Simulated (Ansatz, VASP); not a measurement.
**One calculation of Sn, two programs**

```
Sn
1.0
    -2.89433    2.89433    1.56143
     2.89433   -2.89433    1.56143
     2.89433    2.89433   -1.56143
Sn
2
Direct
  0.00000 0.00000 0.00000
  0.75000 0.25000 0.50000
```

Alike in both runs: functional LDA; k mesh 16 × 16 × 16; occupations gaussian, width 0.1 eV; no spin polarisation.

Ansatz relaxed the structure, and its values are those at the end. VASP's run is a single point on that final structure, the one shown.

|  | VASP | Ansatz |
| --- | --- | --- |
| version | VASP 6.6.1 | Ansatz 0.2.0 |
| potentials or method | VASP PAW LDA potentials, release 64 (Sn_d) | scalar-relativistic, plane waves, PAW |
| plane-wave cutoff (eV) | 520 | 420 |
| valence electrons in the cell | 28 | 28 |

|  | VASP | Ansatz | Ansatz less VASP |
| --- | --- | --- | --- |
| gap on the k mesh at the Fermi level (eV) | none | none | - |
| pressure (GPa) | 0.0 | 0.0 | -0.03 |

A gap of «none» marks a metal or a gap that the smearing closes.
